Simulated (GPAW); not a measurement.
# GaN (P6_3mc) in GPAW: a series of runs

Aim: see how the results for GaN move with the level of theory and the settings. Levels: WC, SCAN, PBE, LDA. Tasks: band structure, dielectric tensor, equation of state.

Everything below comes from runs of GPAW 26.7.0. Logs are shortened: lines on timing, memory, paths and dates and some standing lists are left out, and cuts for length are marked. The log counts tension as positive stress, the text compression.

**What was measured.**

“Studying electronic properties in GaN without electrical contacts using γ-γ vs e−-γ Perturbed Angular Correlations”, 2019, pmc:6823545 quotes, for a bulk crystal of GaN: band gap 3.503 ± 0.005 eV (direct).

The runs below are set against these values where they give the same quantity.

## (1) The crystal as given

Symmetry: P6_3mc, No. 186, hexagonal system. The conventional cell has a = 3.180 Å, b = 3.180 Å, c = 5.166 Å, α = 90.00°, β = 90.00°, γ = 120.00°. Ga (site symmetry 3m) is surrounded by 4 N at 1.94 to 1.95 Å. Around N (site symmetry 3m) lie 4 Ga at 1.94 to 1.95 Å.

## (2) Band structure, WC, spin-orbit coupling, no magnetisation

run.py reads:

```python
import numpy as np
from ase import Atoms
from ase.dft.bandgap import bandgap
from ase.io import write
from ase.units import GPa
from gpaw import GPAW, PW, setup_paths
from gpaw.spinorbit import soc_eigenstates

setup_paths.insert(0, '.')

atoms = Atoms(['Ga', 'Ga', 'N', 'N'],
              cell=[[3.18, 0.0, 0.0],
                    [-1.59, 2.753960784, 0.0],
                    [0.0, 0.0, 5.166]],
              scaled_positions=[[0.6666666667, 0.3333333333, 0.5],
                                [0.3333333333, 0.6666666667, 0.0],
                                [0.6666666667, 0.3333333333, 0.875],
                                [0.3333333333, 0.6666666667, 0.375]],
              pbc=True)

calc = GPAW(mode=PW(800),
            xc='WC',
            kpts={'size': (7, 7, 4), 'gamma': True},
            occupations={'name': 'fermi-dirac', 'width': 0.05},
            nbands=18,
            convergence={'density': 1e-05, 'energy': 1e-05},
            maxiter=150,
            txt='gpaw.txt')
atoms.calc = calc
energy = atoms.get_potential_energy()
forces = atoms.get_forces()
stress = atoms.get_stress()
calc.write('gs.gpw')
write('result.traj', atoms)
print(f'Energy: {energy:.6f} eV')
print('Forces (eV/A):')
print(forces.round(4))
print('Stress (GPa):', (stress / GPa).round(3))
print('Fermi level:', round(calc.get_fermi_level(), 4), 'eV')
print(f'Gap: {bandgap(calc)[0]:.4f} eV, direct: {bandgap(calc, direct=True)[0]:.4f} eV')

path = atoms.cell.bandpath('GMKGALHA,LM,KH', npoints=100, eps=1e-4)
bs_calc = calc.fixed_density(kpts=path, symmetry='off', nbands=29,
                             convergence={'bands': 'CBM+6.0', 'eigenstates': 1e-6}, txt='bands.txt')
bs = bs_calc.band_structure()
bs.write('bs.json')
print(f'Gap on the path: {bandgap(bs_calc)[0]:.4f} eV')

soc = soc_eigenstates(bs_calc, theta=0, phi=0)
np.savetxt('soc_bands.dat', soc.eigenvalues(), fmt='%.4f')
mesh = soc_eigenstates('gs.gpw', theta=0, phi=0)
np.savetxt('soc_mesh.dat', mesh.eigenvalues(), fmt='%.4f')
print('Fermi level with spin-orbit coupling:', round(mesh.fermi_level, 4), 'eV')
```

Potentials or basis: PAW data sets generated in the run's folder for this functional, pw.

Command:

```
$ gpaw-setup -f WC Ga N
$ OMP_NUM_THREADS=1 python run.py
```

gpaw.txt:

```text
__  _  _
 | _ |_)|_||  |
 |__||  | ||/\| - 26.7.0

Input parameters:
  mode=PW(ecut=800.0),
  convergence={'density': 1e-05, 'energy': 1e-05},
  kpts=MonkhorstPack(size=(7, 7, 4), gamma=True),
  maxiter=150,
  nbands=18,
  occupations=Occupations(name='fermi-dirac', width=0.05),
  xc=XC(name='WC')

Diagonalizing LCAO Hamiltonian
Converting LCAO to pw mode

           N

           Ga
        N

        Ga

Atoms  # Å, Bohr magnetons
|   | symbol |         x |        y |        z |    initial magnetic moments |
|---|--------|-----------|----------|----------|-----------------------------|
| 0 |     Ga |  1.590000 | 0.917987 | 2.583000 | ( 0.0000,  0.0000,  0.0000) |
| 1 |     Ga | -0.000000 | 1.835974 | 0.000000 | ( 0.0000,  0.0000,  0.0000) |
| 2 |      N |  1.590000 | 0.917987 | 4.520250 | ( 0.0000,  0.0000,  0.0000) |
| 3 |      N | -0.000000 | 1.835974 | 1.937250 | ( 0.0000,  0.0000,  0.0000) |

Unit cell  # Å
| periodic |         x |        y |        z |  lengths |     angles |
|----------|-----------|----------|----------|----------|------------|
|      yes |  3.180000 | 0.000000 | 0.000000 | 3.180000 |  90.000000 |
|      yes | -1.590000 | 2.753961 | 0.000000 | 3.180000 |  90.000000 |
|      yes |  0.000000 | 0.000000 | 5.166000 | 5.166000 | 120.000000 |

Number of symmetries: 6
Symmetry operations  # r_c * U_cc + t_c -> r_c
|   | kind |            matrix            |
|---|------|------------------------------|
| 0 |  σ   |  1, 1, 0,  0,-1, 0,  0, 0, 1 |
| 1 |  E   |  1, 0, 0,  0, 1, 0,  0, 0, 1 |
| 2 |  C3  |  0, 1, 0, -1,-1, 0,  0, 0, 1 |
| 3 |  σ   |  0,-1, 0, -1, 0, 0,  0, 0, 1 |
| 4 |  σ   | -1, 0, 0,  1, 1, 0,  0, 0, 1 |
| 5 |  C3  | -1,-1, 0,  1, 0, 0,  0, 0, 1 |

BZ-sampling:
  Number of BZ points: 196
  Number of IBZ points: 28

  Monkhorst-Pack size: [7, 7, 4]
  Monkhorst-Pack shift: [0.0, 0.0, 0.125]

K-points  # in reciprocal-cell coordinates
|     |                                coordinates |     weight |
|-----|--------------------------------------------|------------|
|   0 | (  0.00000000,   0.00000000,   0.00000000) | 0.00510204 |
|   1 | (  0.00000000,   0.00000000,   0.25000000) | 0.01020408 |
|   2 | (  0.00000000,   0.00000000,   0.50000000) | 0.00510204 |
|   3 | (  0.14285714,   0.00000000,  -0.25000000) | 0.03061224 |
|   4 | (  0.14285714,   0.00000000,   0.00000000) | 0.03061224 |
|   5 | (  0.14285714,   0.00000000,   0.25000000) | 0.03061224 |
|   6 | (  0.14285714,   0.00000000,   0.50000000) | 0.03061224 |
|   7 | (  0.28571429,  -0.14285714,   0.00000000) | 0.03061224 |
|   8 | (  0.28571429,  -0.14285714,   0.25000000) | 0.06122449 |
|   9 | (  0.28571429,  -0.14285714,   0.50000000) | 0.03061224 |
| ... |                                            |            |
|  27 | (  0.42857143,   0.42857143,   0.50000000) | 0.03061224 |

Plane wave coefficients: 2352
Cutoff: 800.0 eV

Spin-components: 1 (collinear spins)
Bands:           18
Projectors:      20
Spin-degeneracy: 2
Datatype:        complex128

Parallelization:
  kpt:    1
  domain: 1
  band:   1

Density:
  Valence electrons: 16.0
  Components: 1
  Grid points: [21 21 35]
  Charge: 0.0  # |e|

Potential:
  Grid points: [21 21 35]

species:
  Ga:
    name:    Gallium
    Z:       31.0
    valence: 3
    core:    28
    charge:  0.0  # [|e|]
    compensation charges:
      type: gauss
      rc: 0.37  # [Å]
      lmax: 2
    cutoffs:
      filter: 2.06  # [Å]
      core: 4.17  # [Å]
    projectors
    | kind |    occ | energy [eV] | rcut [Å] |
    |------|--------|-------------|----------|
    |   4s |  2.000 |      -8.985 |    1.164 |
    |   4p |  1.000 |      -2.557 |    1.164 |
    |    s |        |      18.226 |    1.164 |
    |    p |        |      24.654 |    1.164 |
    |    d |        |       0.000 |    1.164 |

    Using partial waves for Ga as LCAO basis

  N:
    name:    Nitrogen
    Z:       7.0
    valence: 5
    core:    2
    charge:  0.0  # [|e|]
    compensation charges:
      type: gauss
      rc: 0.18  # [Å]
      lmax: 2
    cutoffs:
      filter: 1.11  # [Å]
      core: 0.96  # [Å]
    projectors
    | kind |    occ | energy [eV] | rcut [Å] |
    |------|--------|-------------|----------|
    |   2s |  2.000 |     -18.472 |    0.603 |
    |   2p |  3.000 |      -7.053 |    0.529 |
    |    s |        |       8.739 |    0.603 |
    |    p |        |      20.158 |    0.529 |
    |    d |        |       0.000 |    0.577 |

    Using partial waves for N as LCAO basis

Reference energy: -108700.941513  # eV

eigensolver:
  PPCG
  Converge bands: occupied
  niter=2

density mixing:
  MSR1-Mixer
  Pratt-step length: 0.05
  Maximum mixing coefficient: 0.75
  Old densities: 10
  SVD Regularization: 0.005
  Good broyden scale: 1.0
  Trust region scale: 1.0
  Backstep threshold: 4.0
  History deletion threshold: 6.0
  Fourier metric: weight=20.0, sigma=0.015

occupation numbers:
  Fermi-Dirac:
    width: 0.0500  # eV

poisson solver:
  ecut: 6400.0  # eV

xc functional:
  name: WC with 2 nearest neighbor stencil

convergence criteria:
- Maximum integral of absolute [dens]ity change: 1e-05 electrons / valence electron
- Maximum [total energy] change in last 3 cyles: 1e-05 eV / valence electron
- Maximum integral of absolute [eigenst]ate change: 4e-08 eV^2 / valence electron
maximum number of iterations: 150

SCF iterations
|iter     | |      energy | eigst |  dens |
|---------|-|-------------|-------|-------|
|iter:   1| |  -29.318798 | -0.16 |       |
|iter:   2| |  -28.395991 | -1.86 | -0.58 |
|iter:   3| |  -25.879819 | -0.56 | -0.64 |
|iter:   4| |  -25.867064 | -2.90 | -1.31 |
|iter:   5| |  -25.863185 | -3.48 | -1.58 |
|iter:   6| |  -25.863178 | -5.58 | -2.92 |
|iter:   7| |  -25.863187c| -6.36 | -3.27 |
|iter:   8| |  -25.863187c| -7.72c| -4.25 |
|iter:   9| |  -25.863187c| -7.82c| -4.74 |
|iter:  10| |  -25.863187c| -8.43c| -5.09c|

Converged in 10 steps
Energy contributions relative to reference atoms: (reference = -108700.941513)

Energy contributions:
  Kinetic:          69.552324
  Coulomb:         -61.449082
  Zero:              0.297604
  External:          0.000000
  Xc:              -34.264032
  Entropy:          -0.000000
  Spinorbit:         0.000000
  ----------------------------
  Free energy:     -25.863187
  Extrapolated:    -25.863187

dipole moment: (-0.000022, -0.000041, -11.609871)  # |e|*Ang

Fermi level: 7.367
Eigenvalues  # (at kpt = [0.000, 0.000, 0.000])
| band index |      eig [eV] | occ [0-2] |
|------------|---------------|-----------|
|          0 |        -9.596 |     2.000 |
|          1 |        -7.171 |     2.000 |
|          2 |        -0.776 |     2.000 |
|          3 |         5.318 |     2.000 |
|          4 |         5.318 |     2.000 |
|          5 |         6.321 |     2.000 |
[... 8 lines left out ...]
|         14 |        18.146 |     0.000 |
|         15 |        18.146 |     0.000 |
|        ... |               |           |
|         17 |        21.582 |     0.000 |

Gap: 2.018 eV
Transition (v -> c):
  (s=0, k=0, n=7, [0.00, 0.00, 0.00]) -> (s=0, k=0, n=8, [0.00, 0.00, 0.00])
No difference between direct/indirect transitions

Forces  # eV/Ang
|        x |        y |        z |
|----------|----------|----------|
| -0.00000 | -0.00000 | -0.17486 |  # Ga   0
|  0.00000 | -0.00000 | -0.17484 |  # Ga   1
| -0.00000 |  0.00000 |  0.17473 |  # N    2
|  0.00000 |  0.00000 |  0.17422 |  # N    3

Stress tensor  # eV/Ang^3
|         x |         y |         z |
|-----------|-----------|-----------|
| -0.052216 | -0.000000 | -0.000000 |
| -0.000000 | -0.052216 |  0.000000 |
| -0.000000 |  0.000000 | -0.066126 |

# Writing to gs.gpw (mode='')
```

Wall time 67 s (1 thread of Arm Neoverse V2, shared host); peak memory 0.39 GiB.

What came out:

```
Free energy             : -25.8632 eV
Pressure                : 9.1 GPa
Largest force           : 0.175 eV/Å
Band gap on the k mesh  : 2.01 eV, direct
Band gap along the path : 2.01 eV, direct
```

Forces in eV/Å, atoms in the order of the input:
```
Ga   0.000  0.000 -0.175
Ga   0.000  0.000 -0.175
N    0.000  0.000  0.175
N    0.000  0.000  0.174
```

Stress tensor (GPa, compression positive):
```
 8.37  0.00  0.00
 0.00  8.37  0.00
 0.00  0.00 10.59
```

Levels at the corners of the path, in eV from the valence-band top:
```csv
point,band 13,band 14,band 15,band 16,band 17,band 18,band 19,band 20
Γ,-0.01,-0.01,0.00,0.00,2.01,2.01,4.32,4.32
M,-2.32,-2.32,-0.99,-0.99,5.01,5.01,5.62,5.62
K,-3.08,-3.06,-2.78,-2.78,5.03,5.03,7.93,7.93
Γ,-0.01,-0.01,0.00,0.00,2.01,2.01,4.32,4.32
A,-0.54,-0.54,-0.54,-0.54,4.32,4.32,4.32,4.32
L,-1.93,-1.93,-1.93,-1.93,4.38,4.38,4.38,4.38
H,-1.50,-1.50,-1.49,-1.49,6.48,6.48,6.51,6.51
A,-0.54,-0.54,-0.54,-0.54,4.32,4.32,4.32,4.32
L,-1.93,-1.93,-1.93,-1.93,4.38,4.38,4.38,4.38
M,-2.32,-2.32,-0.99,-0.99,5.01,5.01,5.62,5.62
K,-3.08,-3.06,-2.78,-2.78,5.03,5.03,7.93,7.93
H,-1.50,-1.50,-1.49,-1.49,6.48,6.48,6.51,6.51
```

Caveat: spin-orbit coupling was added after a scalar SCF, so levels and gaps hold it while energy, forces, pressure and moments don't; this program's spin-orbit splittings come out too wide for heavy elements.

## (3) Band structure, SCAN, spin-orbit coupling, no magnetisation

run.py reads:

```python
import numpy as np
from ase.dft.bandgap import bandgap
from ase.io import read, write
from ase.units import GPa
from gpaw import GPAW, PW
from gpaw.spinorbit import soc_eigenstates

atoms = read('POSCAR')

calc = GPAW(mode=PW(800),
            xc='MGGA_X_SCAN+MGGA_C_SCAN',
            kpts={'size': (7, 7, 4), 'gamma': True},
            occupations={'name': 'fermi-dirac', 'width': 0.05},
            nbands=18,
            convergence={'density': 1e-05, 'energy': 1e-05},
            maxiter=150,
            txt='gpaw.txt')
atoms.calc = calc
energy = atoms.get_potential_energy()
forces = atoms.get_forces()
stress = atoms.get_stress()
calc.write('gs.gpw')
write('result.traj', atoms)
print(f'Energy: {energy:.6f} eV')
print('Forces (eV/A):')
print(forces.round(4))
print('Stress (GPa):', (stress / GPa).round(3))
print('Fermi level:', round(calc.get_fermi_level(), 4), 'eV')
print(f'Gap: {bandgap(calc)[0]:.4f} eV, direct: {bandgap(calc, direct=True)[0]:.4f} eV')

path = atoms.cell.bandpath('GMKGALHA,LM,KH', npoints=100, eps=1e-4)
bs_calc = calc.fixed_density(kpts=path, symmetry='off', nbands=29,
                             convergence={'bands': 'CBM+6.0', 'eigenstates': 1e-6}, txt='bands.txt')
bs = bs_calc.band_structure()
bs.write('bs.json')
print(f'Gap on the path: {bandgap(bs_calc)[0]:.4f} eV')

soc = soc_eigenstates(bs_calc, theta=54.7, phi=45, ignore_xc_potential=True)
np.savetxt('soc_bands.dat', soc.eigenvalues(), fmt='%.4f')
mesh = soc_eigenstates('gs.gpw', theta=54.7, phi=45, ignore_xc_potential=True)
np.savetxt('soc_mesh.dat', mesh.eigenvalues(), fmt='%.4f')
print('Fermi level with spin-orbit coupling:', round(mesh.fermi_level, 4), 'eV')
```

POSCAR reads:

```
GaN
1.0
    3.1800000000      0.0000000000      0.0000000000
   -1.5900000000      2.7539607840      0.0000000000
    0.0000000000      0.0000000000      5.1660000000
Ga N
2 2
Direct
    0.6666666667      0.3333333333      0.5000000000
    0.3333333333      0.6666666667      0.0000000000
    0.6666666667      0.3333333333      0.8750000000
    0.3333333333      0.6666666667      0.3750000000
```

Potentials or basis: GPAW PAW data sets (gpaw-data 1.2.1), pw.

Command:

```
$ OMP_NUM_THREADS=1 python run.py
```

Wall time 3.8 min (1 thread of Arm Neoverse V1, shared host); peak memory 0.45 GiB.

It converged, with:

- Free energy: -51.3327 eV
- Pressure: 7.4 GPa
- Band gap on the k mesh: 2.46 eV, direct
- Band gap along the path: 2.46 eV, direct

Stress tensor (GPa, compression positive):
```
6.73 0.00 0.00
0.00 6.73 0.00
0.00 0.00 8.88
```

Levels at the corners of the path, in eV from the valence-band top:
```tsv
point	band 12	band 13	band 14	band 15	band 16	band 17	band 18	band 19	band 20	band 21
Γ	-0.06	-0.01	-0.01	0.00	0.00	2.46	2.46	4.91	4.91	10.08
M	-2.82	-2.31	-2.31	-1.01	-1.01	5.62	5.62	6.22	6.22	6.65
K	-3.10	-3.10	-3.09	-2.81	-2.81	5.61	5.61	8.66	8.66	8.67
Γ	-0.06	-0.01	-0.01	0.00	0.00	2.46	2.46	4.91	4.91	10.08
A	-0.58	-0.55	-0.55	-0.55	-0.55	4.88	4.88	4.88	4.88	9.29
L	-2.01	-1.97	-1.97	-1.96	-1.96	4.95	4.95	4.95	4.95	8.52
H	-4.30	-1.53	-1.53	-1.52	-1.52	7.11	7.11	7.14	7.14	7.91
A	-0.58	-0.55	-0.55	-0.55	-0.55	4.88	4.88	4.88	4.88	9.29
L	-2.01	-1.97	-1.97	-1.96	-1.96	4.95	4.95	4.95	4.95	8.52
M	-2.82	-2.31	-2.31	-1.01	-1.01	5.62	5.62	6.22	6.22	6.65
K	-3.10	-3.10	-3.09	-2.81	-2.81	5.61	5.61	8.66	8.66	8.67
H	-4.30	-1.53	-1.53	-1.52	-1.52	7.11	7.11	7.14	7.14	7.91
```

Caveat: the forces don't sum to zero, a sign of grid noise; spin-orbit coupling was added after a scalar SCF, so levels and gaps hold it while energy, forces, pressure and moments don't; this program's spin-orbit splittings come out too wide for heavy elements; the PAW data sets were made with another functional, which shifts forces and pressure a little.

(Continued in part 2 of 2.)
